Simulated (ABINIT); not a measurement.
## SiNi3: single point with PBE

The system is SiNi3.

```xyz
4
Lattice="3.5420 0.0000 0.0000 0.0000 3.5420 0.0000 0.0000 0.0000 3.5420" Properties=species:S:1:pos:R:3 pbc="T T T"
Ni    1.7710    1.7710    0.0000
Ni    1.7710    0.0000    1.7710
Ni    0.0000    1.7710    1.7710
Si    0.0000    0.0000    0.0000
```

```
Program             : ABINIT 10.8.3 (patched build)
Task                : single point
Functional          : PBE
Potentials or basis : JTH PAW PBE v2.0
Cutoff              : 1116 eV
k mesh              : 5 × 5 × 5
Occupations         : methfessel-paxton, width 0.2 eV
Spin                : collinear spin, ferromagnetic start
Starting moments    : [1.0, 1.0, 1.0, 0.0] μB
Fine-grid cutoff    : 1714.32 eV
```

The pressure is -5.6 GPa and the band gap on the k mesh is none (metal or under the smearing width). The net moment is 0.00 μB per cell and the valence electrons inside the program's atomic spheres are Ni 15.86; Si 1.48.

Levels at points of the mesh, in eV from the Fermi level:
Spin up:
| k point | band 26 | band 27 | band 28 | band 29 | band 30 | band 31 | band 32 | band 33 |
| --- | --- | --- | --- | --- | --- | --- | --- | --- |
| (0.00, 0.00, 0.00) | -0.57 | -0.57 | -0.24 | 0.07 | 0.07 | 0.07 | 4.54 | 6.24 |
Spin down:
```
           k point  band 27  band 28  band 29  band 30  band 31  band 32
(0.00, 0.00, 0.00)    -0.57    -0.24     0.07     0.07     0.07     4.54
```

It took 3.4 min on 1 thread of Arm Neoverse V2, on a shared host, peak memory 0.21 GiB.

Caveat: small starting moments can end in a higher magnetic state in this program.
